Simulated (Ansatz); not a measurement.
MgI2/MgI2 (1T bilayer), computed twice by G0W0.

The cell holds 6 atoms: 2 Mg and 4 I. Cell: a = 4.129 Å, b = 4.129 Å, c = 43.600 Å, α = 90.0°, β = 90.0°, γ = 120.0°. It derives from I2Mg1. Regions: layer 1 (MgI2), 3 atoms (1 Mg and 2 I); layer 2 (MgI2), 3 atoms (1 Mg and 2 I). Vacuum lies along c.

```xyz
6
Lattice="4.1288 0.0000 0.0000 -2.0644 3.5756 0.0000 0.0000 0.0000 43.6000" Properties=species:S:1:pos:R:3
Mg    0.0000    0.0000   18.3773
I     0.0000    2.3837   20.0542
I     2.0644    1.1919   16.6975
Mg    2.0644    1.1919   25.2224
I     0.0000    2.3837   26.9025
I     0.0000    0.0000   23.5459
```

The structure was relaxed with PBE-D3(BJ). The runs that relaxed it are not among those shown. Spin-orbit coupling is left out unless a run names it. PAW set soft_2, made with PBE.

The first (Ansatz 0.2.0; start PBE, 3×3×1 mesh, 949 empty bands, screening to 75 eV; 4 threads of Arm Neoverse V1, shared host) gave, on its mesh: starting gap 3.94 eV, G0W0 gap 5.70 eV, mean of 1 + 4πα/V (set by the cell height) 1.96, 12 min.

Question: The second changes empty bands from 949 to 383 and screening cutoff (eV) from 75.0 to 41. What does it give?

It gave: starting gap 3.94 eV, G0W0 gap 5.51 eV, mean of 1 + 4πα/V (set by the cell height) 1.97, 2.1 min. The G0W0 gap moves by −0.19 eV, +0.00 eV from the start and −0.19 eV from the correction. Σc changes by +0.34 eV at the valence top and +0.15 eV at the conduction bottom, and Σx − Vxc between them by +0.0001 eV.

Limits: not at the basis limit; coarse mesh for a sheet; no spin-orbit coupling.

[Paths, hosts, dates, memory and timing lines, banners, echoed tables and standing remarks are left out of the program output.]

[Logs are printed without paths, hosts, clocks, repeated set-up lines and the standing remarks that a program may print on its own settings, such as how far it seeks lower states.]

[Runs of the session that timed out or met a known fault of the program may be left out.]

[Cells called generated may have been cut or substituted from an entry of the Crystallography Open Database or the Materials Project.]

[Hosts, paths, dates, database ids (printed as entryN), source tags and the programs' standing remarks are cut or masked in the printed files.]
